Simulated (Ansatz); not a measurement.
# Appearance energy of a fragment ion: C4H9NO → C2H3O+ + C2H6N + e⁻

Species: C4H9NO (dimethylacetamide) `CC(=O)N(C)C`, singlet; C2H3O+ `CC#[O+]`, singlet; C2H6N `C[N]C`, doublet. 

Shapes, held fixed at every level: PBE0-D4/def2-TZVP. Flexible molecules stand in one conformer, not always the lowest. Programs: Ansatz 0.2.0. Electronic energies: no zero-point or thermal term.

```json
{"level": "r2SCAN-D4/def2-TZVPP", "kind": "meta-GGA", "ΔE (eV)": "+10.88", "less CCSD(T)/CBS estimate": "-0.20"}
{"level": "r2SCAN0-D4/def2-TZVPP", "kind": "global hybrid", "ΔE (eV)": "+10.96", "less CCSD(T)/CBS estimate": "-0.12"}
{"level": "wB97X-V/def2-TZVPP", "kind": "range-separated hybrid", "ΔE (eV)": "+11.02", "less CCSD(T)/CBS estimate": "-0.06"}
{"level": "MP2/def2-SVP", "kind": "perturbation theory", "ΔE (eV)": "+10.88", "less CCSD(T)/CBS estimate": "-0.20"}
{"level": "CCSD/def2-SVP", "kind": "coupled cluster or CI", "ΔE (eV)": "+10.67", "less CCSD(T)/CBS estimate": "-0.41"}
{"level": "CCSD/def2-TZVPP", "kind": "coupled cluster or CI", "ΔE (eV)": "+10.75", "less CCSD(T)/CBS estimate": "-0.33"}
{"level": "CCSD(T)/CBS estimate", "kind": "coupled cluster or CI", "ΔE (eV)": "+11.08", "less CCSD(T)/CBS estimate": "0.00"}
```

The highest level, CCSD(T)/CBS estimate, gives ΔE = +11.08 eV; the levels span +10.67 to +11.08. The column of differences is taken from that level and isn't an error. No measured value is set beside it here. Open shells run unrestricted unless RO is named. The CBS estimate extrapolates MP2 from def2-TZVPP and def2-QZVPP and adds CCSD(T) − MP2 in the triple-zeta set, cores frozen. The onset seen in experiment also holds zero-point changes and kinetic shifts.
